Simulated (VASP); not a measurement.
Wanted: the native input for a VASP 6.6.1 run.

- Task: band structure
- Functional: r2SCAN
- Potentials or basis: VASP PAW PBE potentials, release 64 (Se, Li_sv)
- Cutoff: 520 eV
- k mesh: 8 × 8 × 8
- Occupations: fermi-dirac, width 0.05 eV
- Spin: no spin polarisation
- Further INCAR settings: ALGO = Normal; EDIFF = 1e-06; NBANDS = 13

The structure of Li2Se lies in POSCAR:

```
Li2Se
1.0
    0.0000000000      3.0025000000      3.0025000000
    3.0025000000      0.0000000000      3.0025000000
    3.0025000000      3.0025000000      0.0000000000
Se Li
1 2
Direct
    0.0000000000      0.0000000000      0.0000000000
    0.7500000000      0.7500000000      0.7500000000
    0.2500000000      0.2500000000      0.2500000000
```

One way to write it, as run:

INCAR

```
PREC     = Accurate       # precision mode
ENCUT    = 520            # plane-wave cutoff, eV
EDIFF    = 1E-6           # SCF threshold, eV
ISMEAR   = -1             # smearing method
SIGMA    = 0.05           # smearing width, eV
LREAL    = F              # projectors in reciprocal space
LASPH    = T              # aspherical terms in the spheres
NELM     = 100            # most SCF steps
ALGO     = Normal         # electronic algorithm
ISIF     = 2              # what is computed and relaxed
LWAVE    = F              # write WAVECAR
LCHARG   = F              # write CHGCAR
METAGGA  = R2SCAN         # meta-GGA
LMIXTAU  = T            
NBANDS   = 13             # bands
```

KPOINTS

```
Automatic mesh
0
Gamma
  8 8 8
```

KPOINTS_OPT

```
path GXWKGLUWLK,UX
10
line-mode
reciprocal
 0.0000000000  0.0000000000  0.0000000000  G
 0.5000000000  0.0000000000  0.5000000000  X

 0.5000000000  0.0000000000  0.5000000000  X
 0.5000000000  0.2500000000  0.7500000000  W

 0.5000000000  0.2500000000  0.7500000000  W
 0.3750000000  0.3750000000  0.7500000000  K

 0.3750000000  0.3750000000  0.7500000000  K
 0.0000000000  0.0000000000  0.0000000000  G

 0.0000000000  0.0000000000  0.0000000000  G
 0.5000000000  0.5000000000  0.5000000000  L

 0.5000000000  0.5000000000  0.5000000000  L
 0.6250000000  0.2500000000  0.6250000000  U

 0.6250000000  0.2500000000  0.6250000000  U
 0.5000000000  0.2500000000  0.7500000000  W

 0.5000000000  0.2500000000  0.7500000000  W
 0.5000000000  0.5000000000  0.5000000000  L

 0.5000000000  0.5000000000  0.5000000000  L
 0.3750000000  0.3750000000  0.7500000000  K

 0.6250000000  0.2500000000  0.6250000000  U
 0.5000000000  0.0000000000  0.5000000000  X
```

Potentials or basis: VASP PAW PBE potentials, release 64 (Se, Li_sv).

Run with:

```console
$ cat potpaw_PBE.64/Se/POTCAR potpaw_PBE.64/Li_sv/POTCAR > POTCAR
$ mpirun -np 1 vasp_std > vasp.out
```

Results of the run:

```
Band gap on the k mesh  : 3.46 eV, indirect (least direct gap 4.14 eV)
Band gap along the path : 3.46 eV, indirect (least direct gap 4.14 eV)
```

Wall time 3.2 min on 1 thread of Intel(R) Xeon(R) Platinum 8259CL CPU @ 2.50GHz (Skylake/Cascade Lake) (shared host), peak memory 0.19 GiB.
